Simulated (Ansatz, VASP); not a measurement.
This is a calculation of Zr for Ansatz 0.2.0.

File input.yaml:

```yaml
crystal:
  lattice:
    - [3.23199822, 0.0, 0.0]
    - [-1.61599911, 2.79899257, 0.0]
    - [0.0, 0.0, 5.147]
  atoms:
    - { symbol: Zr, position: [0.33465424, 0.67413001, 0.25389985] }
    - { symbol: Zr, position: [0.66534576, 0.32586999, 0.74610015] }
hamiltonian:
  xc: r2scan
  pseudopotentials: { kind: paw }
kpoints:
  mp_grid: { grid: [9, 9, 5] }
  band_path:
    path:
      - [[0.0, 0.0, 0.0], [0.5, 0.0, 0.0], [0.3333333333, 0.3333333333, 0.0], [0.0, 0.0, 0.0], [0.0, 0.0, 0.5], [0.5, 0.0, 0.5], [0.3333333333, 0.3333333333, 0.5], [0.0, 0.0, 0.5]]
      - [[0.5, 0.0, 0.5], [0.5, 0.0, 0.0]]
      - [[0.3333333333, 0.3333333333, 0.0], [0.3333333333, 0.3333333333, 0.5]]
    npoints: 14
scf:
  occupations: { method: fermi_dirac, width: 0.05 }
  n_extra_bands: 6
output:
  forces: true
  stress: true
  eigenvalues: true
  fatbands: false
```

Potentials or basis: Ansatz PAW.

Command:

```bash
$ ansatz run input.yaml --threads 2 --pin off --max-ram 5632MiB --backend cpu --events-out ev --progress --plain --runs-dir out
```

Q: Translate it to VASP 6.6.1. Potentials there: VASP PAW PBE potentials, release 64 (Zr_sv).

A: As run (the cutoff follows the program's own potentials):

The input INCAR:

```
SYSTEM = Zr
PREC = Accurate
ENCUT = 520
EDIFF = 1E-7
ISMEAR = -1
SIGMA = 0.05
LREAL = .False.
LASPH = .True.
NELM = 100
ALGO = Normal
ISIF = 2
LWAVE = .False.
LCHARG = .False.
LMAXMIX = 4
METAGGA = R2SCAN
LMIXTAU = .True.
NBANDS = 19
```

KPOINTS

```
Automatic mesh
0
Gamma
  9 9 5
  0 0 0
```

Contents of POSCAR:

```
Zr
1.0
    3.2319982200      0.0000000000      0.0000000000
   -1.6159991100      2.7989925700      0.0000000000
    0.0000000000      0.0000000000      5.1470000000
Zr
2
Direct
    0.3346542400      0.6741300100      0.2538998500
    0.6653457600      0.3258699900      0.7461001500
```

File KPOINTS_OPT:

```
path GMKGALHA,LM,KH
10
line-mode
reciprocal
 0.0000000000  0.0000000000  0.0000000000  G
 0.5000000000  0.0000000000  0.0000000000  M

 0.5000000000  0.0000000000  0.0000000000  M
 0.3333333333  0.3333333333  0.0000000000  K

 0.3333333333  0.3333333333  0.0000000000  K
 0.0000000000  0.0000000000  0.0000000000  G

 0.0000000000  0.0000000000  0.0000000000  G
 0.0000000000  0.0000000000  0.5000000000  A

 0.0000000000  0.0000000000  0.5000000000  A
 0.5000000000  0.0000000000  0.5000000000  L

 0.5000000000  0.0000000000  0.5000000000  L
 0.3333333333  0.3333333333  0.5000000000  H

 0.3333333333  0.3333333333  0.5000000000  H
 0.0000000000  0.0000000000  0.5000000000  A

 0.5000000000  0.0000000000  0.5000000000  L
 0.5000000000  0.0000000000  0.0000000000  M

 0.3333333333  0.3333333333  0.0000000000  K
 0.3333333333  0.3333333333  0.5000000000  H
```

Potentials or basis: VASP PAW PBE potentials, release 64 (Zr_sv).

Run with:

```bash
$ cat potpaw_PBE.64/Zr_sv/POTCAR > POTCAR
$ mpirun -np 1 vasp_std > vasp.out
```

Both were run:

|  | VASP | Ansatz | Ansatz less VASP |
| --- | --- | --- | --- |
| gap on the k mesh at the Fermi level (eV) | none | none | - |
| pressure (GPa) | 0.9 | 0.9 | 0.00 |
| largest component of the traceless stress (GPa) | 0.42 | 0.43 | +0.007 |
| rms of the force components (eV/Å) | 0.090 | 0.090 | -0.0002 |

Atom by atom the forces differ by 0.001 eV/Å (rms over components). A gap of «none» marks a metal or a gap that the smearing closes.

Caveats: the PAW data sets were made with another functional, which shifts forces and pressure a little (VASP); the PAW data sets come from PBE, with cores solved anew for the run's functional, which leaves a small shift of forces and pressure (Ansatz).
